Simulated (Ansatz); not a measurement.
Runs of Ansatz 0.2.0 on MnO2. The structure is hexagonal, space group P6_3/mmc (No. 194). The conventional cell has a = 2.855 Å, b = 2.855 Å, c = 10.222 Å, α = 90.00°, β = 90.00°, γ = 120.00°. Mn (site symmetry -3m) is surrounded by 6 O at 1.90 Å. O (site symmetry 3m) has 3 Mn at 1.90 Å as nearest neighbours. Measurements of this composition are mostly on another form, of space group No. 136.

```tsv
task	level	cell	cutoff (eV)	points for each segment of the path	gap on the mesh (eV)	pressure (GPa)	moment (μB)	largest force (eV/Å)
band structure	PBEsol	as given	420	14	0.80	-2.3	6.00	(b)
band structure	r2SCAN	as given	500	14	(c)	-1.0	6.00	0.12
relaxation of cell and atoms	LDA	relaxed	420	-	(a)	0.0	6.00	-
band structure	LDA	as given	420	14	0.51	-8.2	6.00	0.61
```

Alike in all rows: potentials or basis Ansatz PAW; spin collinear, ferromagnetic start; k mesh 11 × 11 × 3; smearing fermi-dirac 0.05 eV.

**Question.** Fill in the values left out.

**Answer.** (a) 0.30; (b) 0.19; (c) 2.02.

Caveats: only a ferromagnetic start was run, and an antiferromagnetic order may lie lower in energy; the PAW data sets come from PBE, with cores solved anew for the run's functional, which leaves a small shift of forces and pressure; the magnetic or orbital state may not be the lowest (some runs); odd divisions of the mesh miss points on the zone boundary, where band edges often lie, so the gap on the mesh can be too wide (some runs); the plane-wave basis is chosen anew once the cell has moved, so the energies of steps on either side of that aren't comparable (some runs).

A k mesh can miss the band edges.

Runs at the PBE level aren't shown here.
